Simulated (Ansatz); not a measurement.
**Beta-Sn (white tin) under PBE: testing the k-point mesh**

How fine must the k-point mesh be for energy and pressure to settle? The geometry was relaxed under PBE beforehand and stays fixed; 8 values are run, from 2×2×1 to 16×16×11. Wanted are the values from which on the energy stays within 10 and 1 meV/atom, and the pressure within 0.5 GPa, of the last run. Within the series other settings stay, but some runs also write fields, which adds to their time. Spin polarisation is left out.

Method: DFT PBE, plane waves with PAW, scalar-relativistic, in Ansatz 0.2.0.

## (1) The system as given

The structure is tetragonal, space group I4_1/amd (No. 141). The conventional cell has a = 5.956 Å, b = 5.956 Å, c = 3.206 Å, α = 90.00°, β = 90.00°, γ = 90.00°. Sn (site symmetry -4m2) is surrounded by 6 Sn at 3.08 to 3.21 Å.

Coordinates:

```
CELL_PARAMETERS angstrom
-2.97733 2.97901 1.60309
2.97901 -2.97733 1.60309
2.97707 2.97707 -1.60002
ATOMIC_POSITIONS crystal
Sn 0.00002 0.99998 0.00000
Sn 0.74998 0.25002 0.50000
```

## (2) Run at 2×2×1

The run at 2×2×1.

Input file input.yaml:

```yaml
crystal:
  lattice:
    - [-2.9773321013, 2.9790067394, 1.6030901642]
    - [2.9790067394, -2.9773321013, 1.6030901642]
    - [2.9770686044, 2.9770686044, -1.600020461]
  atoms:
    - { symbol: Sn, position: [2.31878e-05, 0.9999768122, 0.0] }
    - { symbol: Sn, position: [0.7499768122, 0.2500231878, 0.5] }
hamiltonian:
  xc: pbe
  pseudopotentials:
    kind: paw
    azcp:
      Sn: "pseudopotentials/Sn.paw.azcp"
basis:
  ecutwfc: 420
  fft_grid_basis: typed
kpoints:
  mp_grid: { grid: [2, 2, 1], shift: [0, 0, 0] }
magnetization:
  spin_polarized: false
scf:
  occupations: { method: fermi_dirac, width: 0.1 }
  lower_state_search: "off"
output:
  stress: true
  write_density: true
  write_potential: true
  elf: true
  volumetric_format: npy
```

The run is started by

```console
> ansatz run input.yaml --threads 1 --pin off --max-ram 3584MiB --backend cpu --events-out ev --progress --plain --runs-dir out
```

Standard output, shortened:

```text
[...]
Pseudopotentials: kind: paw
Pseudopotential: Sn, paw, valence charge 14, recommended cutoff 420 eV (normal), <dir>
Functional definition: PBE
[...]
Crystal: 2 atoms, lattice volume = 56.869 Å³
Basis set: ecut = 420 eV, 1113 PW (Γ)
Bands: 18, of which v1, the nominal top of the filled ones, is band 14 counted from 1 (13 counted from 0)
Symmetry: 4 space group operations
Space group: C2/c (ITA 15), of the structure as read, at distance tolerance 3.8e-5 Å
k-points: 3 of 4
[...]
SCF iter   1: F=—  HF=-12047.571321 eV  |F-HF|=—  |Δ(HF+E_count)|=         —  Δρ=1.26e-2  dr2=1.56e-1  ethr=1.77e-3  ⟨swp⟩=6.0  Hψ=268  notcnv=0
[...]
SCF iter   7: F=-12047.539329 eV  HF=-12047.539329 eV  |F-HF|=7.73e-9  |Δ(HF+E_count)|=   3.58e-7  Δρ=3.62e-6  dr2=5.35e-9  ethr=3.57e-10  ⟨swp⟩=10.7  Hψ=385  notcnv=0
[...]
SCF converged after 7 iterations
Free energy (F): -12047.539329 eV
[...]
E sigma→0 (E₀):  -12047.538998 eV
Entropy (-TS):   -0.000661 eV (-0.331 meV/atom)
Fermi energy:    9.849470 eV
[...]
--- Stress (GPa, compression-positive) ---
        7.282700      -5.331200      -5.562691
       -5.331200       7.282700      -5.562691
       -5.562692      -5.562692       4.791020
  P = ⅓ Tr σ = 6.4521 GPa (64.521 kbar)
--- Band table (eV) ---
  k-point 0: bands = ["-11.3470", "-11.2490", "-11.1569", "-11.1030", "-11.0268", "-11.0102", "-11.0027", "-11.0016", "-10.9939", "-10.9166", "-0.6347", "6.3591", "8.1950", "8.1978", "13.1368", "15.9994", "16.0090", "16.9217"]
[...]
```

Run time: 0.94 s. Hardware: 1 thread of Intel Xeon Platinum 8259CL at 2.50GHz (Skylake/Cascade Lake), shared host; peak memory 0.46 GiB.

## (3) Run at 3×3×2

The run at 3×3×2.

input.yaml: that of step 2 with these lines changed.

```diff
@@ -18,3 +18,3 @@
 kpoints:
-  mp_grid: { grid: [2, 2, 1], shift: [0, 0, 0] }
+  mp_grid: { grid: [3, 3, 2], shift: [0, 0, 0] }
 magnetization:
```

The run is started by

```console
> ansatz run input.yaml --threads 1 --pin off --max-ram 3584MiB --backend cpu --events-out ev --progress --plain --runs-dir out
```

Standard output, shortened:

```text
[...]
Pseudopotentials: kind: paw
Pseudopotential: Sn, paw, valence charge 14, recommended cutoff 420 eV (normal), <dir>
Functional definition: PBE
[...]
Crystal: 2 atoms, lattice volume = 56.869 Å³
Basis set: ecut = 420 eV, 1113 PW (Γ)
Bands: 18, of which v1, the nominal top of the filled ones, is band 14 counted from 1 (13 counted from 0)
Symmetry: 4 space group operations
Space group: C2/c (ITA 15), of the structure as read, at distance tolerance 3.8e-5 Å
k-points: 8 of 18
[...]
SCF iter   1: F=—  HF=-12048.082776 eV  |F-HF|=—  |Δ(HF+E_count)|=         —  Δρ=3.16e-3  dr2=6.47e-3  ethr=1.77e-3  ⟨swp⟩=5.9  Hψ=739  notcnv=0
[...]
SCF iter   7: F=-12048.080395 eV  HF=-12048.080395 eV  |F-HF|=1.05e-8  |Δ(HF+E_count)|=   8.65e-8  Δρ=4.38e-6  dr2=9.18e-9  ethr=3.57e-10  ⟨swp⟩=9.8  Hψ=1049  notcnv=0
[...]
SCF converged after 7 iterations
Free energy (F): -12048.080395 eV
[...]
E sigma→0 (E₀):  -12048.052304 eV
Entropy (-TS):   -0.056182 eV (-28.091 meV/atom)
Fermi energy:    10.150625 eV
[...]
--- Stress (GPa, compression-positive) ---
       -3.511058       3.059496      -0.846016
        3.059496      -3.511058      -0.846016
       -0.846016      -0.846016       5.078537
  P = ⅓ Tr σ = -0.6479 GPa (-6.479 kbar)
--- Band table (eV; the first three rows and the last of 8) ---
  k-point 0: bands = ["-11.5729", "-11.5149", "-11.4751", "-11.4539", "-11.3346", "-11.3263", "-11.3167", "-11.3072", "-11.2451", "-11.1493", "-0.7500", "6.1550", "8.1468", "8.1522", "13.0609", "15.9416", "15.9510", "16.7468"]
[...]
```

Wall time 1.1 s (1 thread of Intel Xeon Platinum 8259CL at 2.50GHz (Skylake/Cascade Lake), shared host); peak memory 0.48 GiB.

## (4) Run at 4×4×3

The run at 4×4×3.

input.yaml: that of step 3 with these lines changed.

```diff
@@ -18,3 +18,3 @@
 kpoints:
-  mp_grid: { grid: [3, 3, 2], shift: [0, 0, 0] }
+  mp_grid: { grid: [4, 4, 3], shift: [0, 0, 0] }
 magnetization:
```

The run is started by

```console
> ansatz run input.yaml --threads 1 --pin off --max-ram 3584MiB --backend cpu --events-out ev --progress --plain --runs-dir out
```

Standard output, shortened:

```text
[...]
Pseudopotentials: kind: paw
Pseudopotential: Sn, paw, valence charge 14, recommended cutoff 420 eV (normal), <dir>
Functional definition: PBE
[...]
Crystal: 2 atoms, lattice volume = 56.869 Å³
Basis set: ecut = 420 eV, 1113 PW (Γ)
Bands: 18, of which v1, the nominal top of the filled ones, is band 14 counted from 1 (13 counted from 0)
Symmetry: 4 space group operations
Space group: C2/c (ITA 15), of the structure as read, at distance tolerance 3.8e-5 Å
k-points: 17 of 48
[...]
SCF iter   1: F=—  HF=-12048.235489 eV  |F-HF|=—  |Δ(HF+E_count)|=         —  Δρ=1.74e-3  dr2=2.63e-3  ethr=1.77e-3  ⟨swp⟩=5.8  Hψ=1550  notcnv=0
[...]
SCF iter   8: F=-12048.233700 eV  HF=-12048.233700 eV  |F-HF|=1.01e-8  |Δ(HF+E_count)|=   6.53e-8  Δρ=4.18e-6  dr2=8.79e-9  ethr=3.57e-10  ⟨swp⟩=8.4  Hψ=1762  notcnv=0
[...]
SCF converged after 8 iterations
Free energy (F): -12048.233700 eV
[...]
E sigma→0 (E₀):  -12048.213506 eV
Entropy (-TS):   -0.040390 eV (-20.195 meV/atom)
Fermi energy:    10.126338 eV
[...]
--- Stress (GPa, compression-positive) ---
        0.085480      -0.302069       0.329693
       -0.302069       0.085480       0.329693
        0.329693       0.329693       1.110604
  P = ⅓ Tr σ = 0.4272 GPa (4.272 kbar)
--- Band table (eV; the first three rows and the last of 17) ---
  k-point 0: bands = ["-11.5285", "-11.4891", "-11.4419", "-11.4160", "-11.2993", "-11.2905", "-11.2891", "-11.2804", "-11.1995", "-11.1045", "-0.7419", "6.1613", "8.1625", "8.1629", "13.0647", "15.9563", "15.9613", "16.7525"]
[...]
```

It took 2.1 s on 1 thread of Intel Xeon Platinum 8259CL at 2.50GHz (Skylake/Cascade Lake), shared host; peak memory 0.5 GiB.

## (5) Run at 5×5×4

The run at 5×5×4.

input.yaml: that of step 4 with these lines changed.

```diff
@@ -18,3 +18,3 @@
 kpoints:
-  mp_grid: { grid: [4, 4, 3], shift: [0, 0, 0] }
+  mp_grid: { grid: [5, 5, 4], shift: [0, 0, 0] }
 magnetization:
@@ -26,5 +26 @@
   stress: true
-  write_density: true
-  write_potential: true
-  elf: true
-  volumetric_format: npy
```

The run is started by

```console
> ansatz run input.yaml --threads 1 --pin off --max-ram 3584MiB --backend cpu --events-out ev --progress --plain --runs-dir out
```

Standard output, shortened:

```text
[...]
Pseudopotentials: kind: paw
Pseudopotential: Sn, paw, valence charge 14, recommended cutoff 420 eV (normal), <dir>
Functional definition: PBE
[...]
Crystal: 2 atoms, lattice volume = 56.869 Å³
Basis set: ecut = 420 eV, 1113 PW (Γ)
Bands: 18, of which v1, the nominal top of the filled ones, is band 14 counted from 1 (13 counted from 0)
Symmetry: 4 space group operations
Space group: C2/c (ITA 15), of the structure as read, at distance tolerance 3.8e-5 Å
k-points: 33 of 100
[...]
SCF iter   1: F=—  HF=-12048.379071 eV  |F-HF|=—  |Δ(HF+E_count)|=         —  Δρ=1.13e-3  dr2=6.72e-4  ethr=1.77e-3  ⟨swp⟩=5.6  Hψ=2949  notcnv=0
[...]
SCF iter   6: F=-12048.377869 eV  HF=-12048.377869 eV  |F-HF|=3.65e-8  |Δ(HF+E_count)|=   1.78e-7  Δρ=7.95e-6  dr2=4.76e-8  ethr=3.57e-10  ⟨swp⟩=3.2  Hψ=2440  notcnv=0
[...]
SCF converged after 6 iterations
Free energy (F): -12048.377869 eV
[...]
E sigma→0 (E₀):  -12048.362759 eV
Entropy (-TS):   -0.030219 eV (-15.110 meV/atom)
Fermi energy:    10.143305 eV
[...]
--- Stress (GPa, compression-positive) ---
        1.859390       0.797789      -0.260099
        0.797789       1.859390      -0.260099
       -0.260099      -0.260099      -2.565206
  P = ⅓ Tr σ = 0.3845 GPa (3.845 kbar)
```

Run time: 3.2 s. Hardware: 1 thread of Intel Xeon Platinum 8259CL at 2.50GHz (Skylake/Cascade Lake), shared host; peak memory 0.52 GiB.

## (6) Run at 7×7×5

The run at 7×7×5.

input.yaml: that of step 5 with these lines changed.

```diff
@@ -18,3 +18,3 @@
 kpoints:
-  mp_grid: { grid: [5, 5, 4], shift: [0, 0, 0] }
+  mp_grid: { grid: [7, 7, 5], shift: [0, 0, 0] }
 magnetization:
@@ -26 +26,5 @@
   stress: true
+  write_density: true
+  write_potential: true
+  elf: true
+  volumetric_format: npy
```

The run is started by

```console
> ansatz run input.yaml --threads 1 --pin off --max-ram 3584MiB --backend cpu --events-out ev --progress --plain --runs-dir out
```

Standard output, shortened:

```text
[...]
Pseudopotentials: kind: paw
Pseudopotential: Sn, paw, valence charge 14, recommended cutoff 420 eV (normal), <dir>
Functional definition: PBE
[...]
Crystal: 2 atoms, lattice volume = 56.869 Å³
Basis set: ecut = 420 eV, 1113 PW (Γ)
Bands: 18, of which v1, the nominal top of the filled ones, is band 14 counted from 1 (13 counted from 0)
Symmetry: 4 space group operations
Space group: C2/c (ITA 15), of the structure as read, at distance tolerance 3.8e-5 Å
k-points: 72 of 245
[...]
SCF iter   1: F=—  HF=-12048.370621 eV  |F-HF|=—  |Δ(HF+E_count)|=         —  Δρ=9.69e-4  dr2=4.36e-4  ethr=1.77e-3  ⟨swp⟩=5.4  Hψ=6404  notcnv=0
[...]
SCF iter   6: F=-12048.369404 eV  HF=-12048.369404 eV  |F-HF|=4.17e-8  |Δ(HF+E_count)|=   1.34e-7  Δρ=9.20e-6  dr2=3.95e-8  ethr=3.57e-10  ⟨swp⟩=10.0  Hψ=8632  notcnv=0
[...]
SCF converged after 6 iterations
Free energy (F): -12048.369404 eV
[...]
E sigma→0 (E₀):  -12048.350994 eV
Entropy (-TS):   -0.036821 eV (-18.410 meV/atom)
Fermi energy:    9.969671 eV
[...]
--- Stress (GPa, compression-positive) ---
       -0.442342      -0.357622       0.196162
       -0.357622      -0.442342       0.196162
        0.196162       0.196162       0.577522
  P = ⅓ Tr σ = -0.1024 GPa (-1.024 kbar)
--- Band table (eV; the first three rows and the last of 72) ---
  k-point 0: bands = ["-11.5408", "-11.4809", "-11.4323", "-11.4301", "-11.2927", "-11.2913", "-11.2839", "-11.2826", "-11.2128", "-11.1167", "-0.7409", "6.1705", "8.1566", "8.1574", "13.0580", "15.9531", "15.9543", "16.7609"]
[...]
```

Wall time 6.7 s (1 thread of Intel Xeon Platinum 8259CL at 2.50GHz (Skylake/Cascade Lake), shared host); peak memory 0.54 GiB.

## (7) Run at 9×9×6

The run at 9×9×6.

input.yaml: that of step 6 with these lines changed.

```diff
@@ -18,3 +18,3 @@
 kpoints:
-  mp_grid: { grid: [7, 7, 5], shift: [0, 0, 0] }
+  mp_grid: { grid: [9, 9, 6], shift: [0, 0, 0] }
 magnetization:
@@ -26,5 +26 @@
   stress: true
-  write_density: true
-  write_potential: true
-  elf: true
-  volumetric_format: npy
```

The run is started by

```console
> ansatz run input.yaml --threads 1 --pin off --max-ram 3584MiB --backend cpu --events-out ev --progress --plain --runs-dir out
```

Standard output, shortened:

```text
[...]
Pseudopotentials: kind: paw
Pseudopotential: Sn, paw, valence charge 14, recommended cutoff 420 eV (normal), <dir>
Functional definition: PBE
[...]
Crystal: 2 atoms, lattice volume = 56.869 Å³
Basis set: ecut = 420 eV, 1113 PW (Γ)
Bands: 18, of which v1, the nominal top of the filled ones, is band 14 counted from 1 (13 counted from 0)
Symmetry: 4 space group operations
Space group: C2/c (ITA 15), of the structure as read, at distance tolerance 3.8e-5 Å
k-points: 140 of 486
[...]
SCF iter   1: F=—  HF=-12048.350189 eV  |F-HF|=—  |Δ(HF+E_count)|=         —  Δρ=8.22e-4  dr2=2.08e-4  ethr=1.77e-3  ⟨swp⟩=5.6  Hψ=12568  notcnv=0
[...]
SCF iter   6: F=-12048.349015 eV  HF=-12048.349015 eV  |F-HF|=6.55e-10  |Δ(HF+E_count)|=   3.33e-8  Δρ=2.41e-6  dr2=1.96e-9  ethr=3.57e-10  ⟨swp⟩=4.9  Hψ=9315  notcnv=0
[...]
SCF converged after 6 iterations
Free energy (F): -12048.349015 eV
[...]
E sigma→0 (E₀):  -12048.331212 eV
Entropy (-TS):   -0.035606 eV (-17.803 meV/atom)
Fermi energy:    10.098174 eV
[...]
--- Stress (GPa, compression-positive) ---
       -0.218633      -0.145190       0.000874
       -0.145190      -0.218633       0.000874
        0.000874       0.000874       0.548819
  P = ⅓ Tr σ = 0.0372 GPa (0.372 kbar)
```

It took 10 s on 1 thread of Intel Xeon Platinum 8259CL at 2.50GHz (Skylake/Cascade Lake), shared host; peak memory 0.58 GiB.

## (8) Run at 12×12×8

The run at 12×12×8.

input.yaml: that of step 7 with these lines changed.

```diff
@@ -18,3 +18,3 @@
 kpoints:
-  mp_grid: { grid: [9, 9, 6], shift: [0, 0, 0] }
+  mp_grid: { grid: [12, 12, 8], shift: [0, 0, 0] }
 magnetization:
```

The run is started by

```console
> ansatz run input.yaml --threads 1 --pin off --max-ram 3584MiB --backend cpu --events-out ev --progress --plain --runs-dir out
```

Standard output, shortened:

```text
[...]
Pseudopotentials: kind: paw
Pseudopotential: Sn, paw, valence charge 14, recommended cutoff 420 eV (normal), <dir>
Functional definition: PBE
[...]
Crystal: 2 atoms, lattice volume = 56.869 Å³
Basis set: ecut = 420 eV, 1113 PW (Γ)
Bands: 18, of which v1, the nominal top of the filled ones, is band 14 counted from 1 (13 counted from 0)
Symmetry: 4 space group operations
Space group: C2/c (ITA 15), of the structure as read, at distance tolerance 3.8e-5 Å
k-points: 320 of 1152
[...]
SCF iter   1: F=—  HF=-12048.361015 eV  |F-HF|=—  |Δ(HF+E_count)|=         —  Δρ=8.73e-4  dr2=2.52e-4  ethr=1.77e-3  ⟨swp⟩=5.6  Hψ=28714  notcnv=0
[...]
SCF iter   6: F=-12048.359819 eV  HF=-12048.359819 eV  |F-HF|=6.58e-9  |Δ(HF+E_count)|=   9.58e-9  Δρ=4.25e-6  dr2=7.15e-9  ethr=3.57e-10  ⟨swp⟩=4.8  Hψ=21052  notcnv=0
[...]
SCF converged after 6 iterations
Free energy (F): -12048.359819 eV
[...]
E sigma→0 (E₀):  -12048.343828 eV
Entropy (-TS):   -0.031982 eV (-15.991 meV/atom)
Fermi energy:    10.033061 eV
[...]
--- Stress (GPa, compression-positive) ---
       -0.196289       0.021321       0.011091
        0.021321      -0.196289       0.011091
        0.011091       0.011091       0.206714
  P = ⅓ Tr σ = -0.0620 GPa (-0.620 kbar)
```

Run time: 20 s. Hardware: 1 thread of Intel Xeon Platinum 8259CL at 2.50GHz (Skylake/Cascade Lake), shared host; peak memory 0.7 GiB.

## (9) Run at 16×16×11

The run at 16×16×11.

input.yaml: that of step 8 with these lines changed.

```diff
@@ -18,3 +18,3 @@
 kpoints:
-  mp_grid: { grid: [12, 12, 8], shift: [0, 0, 0] }
+  mp_grid: { grid: [16, 16, 11], shift: [0, 0, 0] }
 magnetization:
```

The run is started by

```console
> ansatz run input.yaml --threads 1 --pin off --max-ram 3584MiB --backend cpu --events-out ev --progress --plain --runs-dir out
```

Standard output, shortened:

```text
[...]
Pseudopotentials: kind: paw
Pseudopotential: Sn, paw, valence charge 14, recommended cutoff 420 eV (normal), <dir>
Functional definition: PBE
[...]
Crystal: 2 atoms, lattice volume = 56.869 Å³
Basis set: ecut = 420 eV, 1113 PW (Γ)
Bands: 18, of which v1, the nominal top of the filled ones, is band 14 counted from 1 (13 counted from 0)
Symmetry: 4 space group operations
Space group: C2/c (ITA 15), of the structure as read, at distance tolerance 3.8e-5 Å
k-points: 753 of 2816
[...]
SCF iter   1: F=—  HF=-12048.362849 eV  |F-HF|=—  |Δ(HF+E_count)|=         —  Δρ=8.65e-4  dr2=2.54e-4  ethr=1.77e-3  ⟨swp⟩=5.5  Hψ=67489  notcnv=0
[...]
SCF iter   6: F=-12048.361677 eV  HF=-12048.361677 eV  |F-HF|=2.09e-10  |Δ(HF+E_count)|=   7.53e-8  Δρ=2.34e-6  dr2=1.87e-9  ethr=3.57e-10  ⟨swp⟩=4.9  Hψ=50180  notcnv=0
[...]
SCF converged after 6 iterations
Free energy (F): -12048.361677 eV
[...]
E sigma→0 (E₀):  -12048.346273 eV
Entropy (-TS):   -0.030808 eV (-15.404 meV/atom)
Fermi energy:    10.045033 eV
[...]
--- Stress (GPa, compression-positive) ---
       -0.099847       0.029099      -0.038083
        0.029099      -0.099847      -0.038083
       -0.038083      -0.038083       0.151278
  P = ⅓ Tr σ = -0.0161 GPa (-0.161 kbar)
```

It took 42 s on 1 thread of Intel Xeon Platinum 8259CL at 2.50GHz (Skylake/Cascade Lake), shared host; peak memory 1 GiB.

## (10) All values side by side

Differences are taken from the run at 16×16×11.

| k-mesh | k-points | E(σ → 0) (meV/atom) | P (GPa) | SCF cycles | CPU time |
| --- | --- | --- | --- | --- | --- |
| 2×2×1 | 3 | 403.64 | 6.45 | 7 | 0.93 s |
| 3×3×2 | 8 | 146.98 | -0.65 | 7 | 1.1 s |
| 4×4×3 | 17 | 66.38 | 0.43 | 8 | 2.1 s |
| 5×5×4 | 33 | -8.24 | 0.38 | 6 | 3.2 s |
| 7×7×5 | 72 | -2.36 | -0.10 | 6 | 6.7 s |
| 9×9×6 | 140 | 7.53 | 0.04 | 6 | 10 s |
| 12×12×8 | 320 | 1.22 | -0.06 | 6 | 20 s |
| 16×16×11 | 753 | 0.00 | -0.02 | 6 | 42 s |

## (11) Outcome

```
                                           quantity                        value
      E(σ → 0) stays within 10 meV/atom of 16×16×11                from 5×5×4 on
                   E(σ → 0) stays within 1 meV/atom  not reached before 16×16×11
                      pressure stays within 0.5 GPa                from 4×4×3 on
                               pressure at 16×16×11                    -0.02 GPa
                    CPU time, dearest over cheapest                           45
energy of a separate run on a finer mesh (18×18×12)  +2.9 meV/atom from 16×16×11
```

In words: The far end, 2×2×1, lies +403.6 meV/atom and +6.5 GPa from the yardstick. The error changes sign along the series: k-point sums are not variational. The energy has not settled to 1 meV/atom before the last mesh. A Fermi surface needs many points. The yardstick itself is unsettled by 2.9 meV/atom against the finer mesh, so the thresholds above hold only within this series. The cell taken over is 5 % larger than the measured one (27.05 Å³/atom, COD).
